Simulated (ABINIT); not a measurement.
A calculation with ABINIT 10.8.3 (patched build) of Si (ASE script, structure from a P1 CIF):

The input run.py:

```python
import json, os
import numpy as np
from ase.units import GPa
from ase.calculators.abinit import Abinit, AbinitProfile
from ase.io import read

atoms = read('Si.cif')

profile = AbinitProfile(command='abinit', pp_paths=[os.path.abspath('pseudos')])
params = dict(
    pps='pawxml', xc='PBE',
    chksymtnons=0,
    tolsym=1e-06,
    ecut=408.1708,
    pawecutdg=816.3416,
    pawxcdev=0,
    kptopt=1,
    ngkpt=[12, 12, 11],
    nshiftk=1,
    shiftk=[0.0, 0.0, 0.0],
    ixc=11,
    nband=6,
    occopt=3,
    tsmear=0.05,
    nstep=100,
    tolvrs=1e-09,
    prtwf=0,
    prtden=0,
)

atoms.calc = Abinit(profile=profile, directory='run', **params)
energy = atoms.get_potential_energy()
forces = atoms.get_forces()
stress = atoms.get_stress()
print(f'energy {energy:.6f} eV')
print('forces (eV/A)')
print(np.round(forces, 5))
print('stress (GPa, Voigt, tension positive)', np.round(stress / GPa, 4))
json.dump(dict(energy=energy, forces=forces.tolist(), stress=stress.tolist(), cell=atoms.cell.tolist(), frac=atoms.get_scaled_positions(wrap=False).tolist()), open('results.json', 'w'))
```

File Si.cif:

```cif
data_Si
_cell_length_a 2.66250574
_cell_length_b 2.61513858
_cell_length_c 2.48812051
_cell_angle_alpha 88.18293820
_cell_angle_beta 90.30811924
_cell_angle_gamma 122.18245677
_space_group_name_H-M_alt 'P1'
_space_group_name_Hall 'P 1'
_space_group_IT_number 1
loop_
_space_group_symop_operation_xyz
'x,y,z'
loop_
_atom_site_label
_atom_site_type_symbol
_atom_site_symmetry_multiplicity
_atom_site_Wyckoff_symbol
_atom_site_fract_x
_atom_site_fract_y
_atom_site_fract_z
_atom_site_occupancy
Si1 Si 1 a 0.0000000000 0.0000000000 0.0000000000 1
```

Potentials or basis: JTH PAW PBE v2.0.

Command:

```bash
$ python run.py
```

This isn't the form of Si at room conditions, which is diamond.

Task: Write the same calculation in another form: native input, structure from a POSCAR.

Result: As run:

File run.abi:

```
# Pseudopotentials
pp_dirpath "./"
pseudos "Si.GGA_PBE-JTH.xml"

# Structure
structure "poscar:POSCAR"
natom 1
chkprim 0
chksymtnons 0
tolsym 1.0e-6

# Plane-wave basis
ecut 408.170794 eV
pawecutdg 30.0
pawxcdev 0

# k points
kptopt 1
ngkpt 12 12 11
nshiftk 1
shiftk 0.0 0.0 0.0

# Exchange and correlation
ixc 11

# Bands and occupations
nband 6
occopt 3
tsmear 0.05 eV

# SCF cycle
nstep 100
tolvrs 1.0e-9

# Output
iomode 3
prtwf 0
prteig 0
prtebands 0
prtden 1
prtvha 1
prtvclmb 1
prtpot 1
```

File POSCAR:

```
Si
1.0
    2.6622503000     -0.0362423300     -0.0068309500
   -1.3625119300      2.2317606800      0.0418965100
   -0.0064290300      0.0418196400      2.4877607300
Si
1
Direct
    0.0000000000      0.0000000000      0.0000000000  Si
```

Potentials or basis: JTH PAW PBE v2.0.

The run is started by

```bash
$ abinit run.abi > log 2>&1
```

Both were run:

|  | ASE script, structure from a P1 CIF | native input, structure from a POSCAR |
| --- | --- | --- |
| Pressure | 3.4 GPa | 3.4 GPa |
| Band gap on the k mesh | none (metal or under the smearing width) | none (metal or under the smearing width) |
| Valence electrons inside the program's atomic spheres | Si 1.51 (radii [1.0104] Å) | Si 1.51 (radii [1.0104] Å) |

Keys that steer only the numerical path or the files written may differ.
